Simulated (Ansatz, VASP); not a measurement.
Li: VASP beside Ansatz

INCAR

```
ALGO = Normal
EDIFF = 1E-7
EDIFFG = -0.01
ENCUT = 600
GGA = PE
IBRION = 2
ISIF = 4
ISMEAR = 0
LASPH = T
LCHARG = F
LREAL = F
LWAVE = F
NELM = 100
NSW = 50
PREC = Accurate
SIGMA = 0.1
```

File KPOINTS:

```
k-points
0
Gamma
  22 22 22
```

File POSCAR:

```
Li
1.0
    2.6222604661     -1.5140144230     -0.0641608686
    2.6222604661      1.5140144230     -0.0641608686
   -1.6811646111      0.0000000000      2.5081613672
Li
1
Direct
    0.0000000000      0.0000000000      0.5000000000
```

Input for Ansatz:

```yaml
crystal:
  lattice:
    - [2.6222604661, -1.514014423, -0.0641608686]
    - [2.6222604661, 1.514014423, -0.0641608686]
    - [-1.6811646111, 0.0, 2.5081613672]
  atoms:
    - { symbol: Li, position: [0.0, 0.0, 0.5] }
basis:
  ecutwfc: 420
kpoints:
  mp_grid: { grid: [22, 22, 22] }
hamiltonian:
  xc: pbe
scf:
  occupations: { method: gaussian, width: 0.1 }
output:
  forces: true
  stress: true
  eigenvalues: true
relax:
  adjacent_minimum: "off"
  f_tol: 0.01
  max_steps: 30
  cell: { stress_tol: 0.1, fix: [volume] }
```

Alike in both runs: task relaxation of shape and atoms at fixed volume; functional PBE; k mesh 22 × 22 × 22; occupations gaussian, width 0.1 eV; no spin polarisation.

|  | VASP | Ansatz |
| --- | --- | --- |
| version | VASP 6.6.1 | Ansatz 0.2.0 |
| potentials or method | VASP PAW PBE potentials, release 64 (Li_sv) | scalar-relativistic, plane waves, PAW |
| plane-wave cutoff (eV) | 600 | 420 |
| valence electrons in the cell | 3 | 3 |

```tsv
	VASP	Ansatz	Ansatz less VASP
gap on the k mesh at the Fermi level, each at its own relaxed structure (eV)	none	none	-
relaxed volume (Å³/atom)	19.59	19.59	0.000
relaxed cell length with the largest relative difference (Å)	3.029	3.029	0.0000
```

A gap of «none» marks a metal or a gap that the smearing closes.

Caveats: the cutoff is under 1.25 times the usual one of these potentials, so pressure, stress and relaxed cells hold a basis-set (Pulay) error (VASP); the relaxation stopped at its first step, so nothing moved.
